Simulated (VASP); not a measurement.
Input of a VASP 6.6.1 run:

Contents of INCAR:

```
ALGO     = Fast           # electronic algorithm
EDIFF    = 1E-6           # SCF threshold, eV
ENCUT    = 900            # plane-wave cutoff, eV
GGA      = PS             # functional
ISIF     = 2              # what is computed and relaxed
ISMEAR   = 0              # smearing method
LASPH    = True           # aspherical terms in the spheres
LCHARG   = False          # write CHGCAR
LREAL    = False          # projectors in reciprocal space
LWAVE    = False          # write WAVECAR
NELM     = 60             # most SCF steps
PREC     = Accurate       # precision mode
SIGMA    = 0.1            # smearing width, eV
```

The input KPOINTS:

```
k-points
0
Gamma
  18 18 10
```

Contents of POSCAR:

```
Rh
1.0
    2.6882900000      0.0000000000      0.0000000000
   -1.3441400000      2.3281200000      0.0000000000
    0.0000000000      0.0000000000      4.3280700000
Rh
2
Direct
    0.3333300000      0.6666700000      0.2500000000
    0.6666700000      0.3333300000      0.7500000000
```

Potentials or basis: VASP PAW PBE potentials, release 64 (Rh_pv).

Launch:

```console
$ cat potpaw_PBE.64/Rh_pv/POTCAR > POTCAR
$ mpirun -np 1 vasp_std > vasp.out
```

Q: Estimate the band gap on the k mesh.

A: None (metal or under the smearing width).

Q: Estimate the pressure.

A: 0.2 GPa.

Caveat: the PAW data sets were made with another functional, which shifts forces and pressure a little.
